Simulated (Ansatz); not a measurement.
Crystal: PtSe2 (Sudovikovite).

```
CELL_PARAMETERS angstrom
3.72400 0.00000 0.00000
-1.86200 3.22508 0.00000
0.00000 0.00000 5.06200
ATOMIC_POSITIONS crystal
Pt 0.00000 0.00000 0.00000
Se 0.66667 0.33333 0.75000
Se 0.33333 0.66667 0.25000
```

- Program: Ansatz 0.2.0
- Task: relaxation of cell and atoms
- Functional: PBEsol
- Dispersion: D3(BJ)-ATM
- Potentials or basis: Ansatz PAW
- Cutoff: 420 eV (not typed: the program's choice for these potentials)
- k mesh: 8 × 8 × 5
- Occupations: fermi-dirac, width 0.05 eV
- Spin: no spin polarisation

At the start: volume 20.27 Å³/atom.

Question: How do energy, volume and symmetry change on relaxing?

Answer: It ends after 7 steps and the volume is 18.87 Å³/atom (-6.9 %); space group P-3m1 (No. 164, to 0.05 Å).

Step by step:
```csv
step,energy change (eV),largest force (eV/Å),volume (Å³)
1,0.0000,0.3481,60.80
2,-0.0465,0.3392,56.24
3,-0.0758,0.0936,57.22
4,-0.0763,0.1728,55.88
5,-0.0812,0.0217,56.56
6,-0.0813,0.0075,56.62
7,-0.0804,0.0076,56.62
```

Final structure:
```cif
data_structure
_symmetry_space_group_name_H-M 'P 1'
_symmetry_Int_Tables_number 1
_cell_length_a 3.7399
_cell_length_b 3.7399
_cell_length_c 4.6746
_cell_angle_alpha 90.000
_cell_angle_beta 90.000
_cell_angle_gamma 120.000
_cell_volume 56.62
loop_
_atom_site_label
_atom_site_type_symbol
_atom_site_fract_x
_atom_site_fract_y
_atom_site_fract_z
_atom_site_occupancy
Pt1 Pt 0.00000 0.00000 0.00000 1
Se1 Se 0.66667 0.33333 0.72936 1
Se2 Se 0.33333 0.66667 0.27064 1
```

Caveat: the plane-wave basis is chosen anew once the cell has moved, so the energies of steps on either side of that aren't comparable; pairwise dispersion overbinds metals, which lowers pressure and volume; the PAW data sets come from PBE, with cores solved anew for the run's functional, which leaves a small shift of forces and pressure.
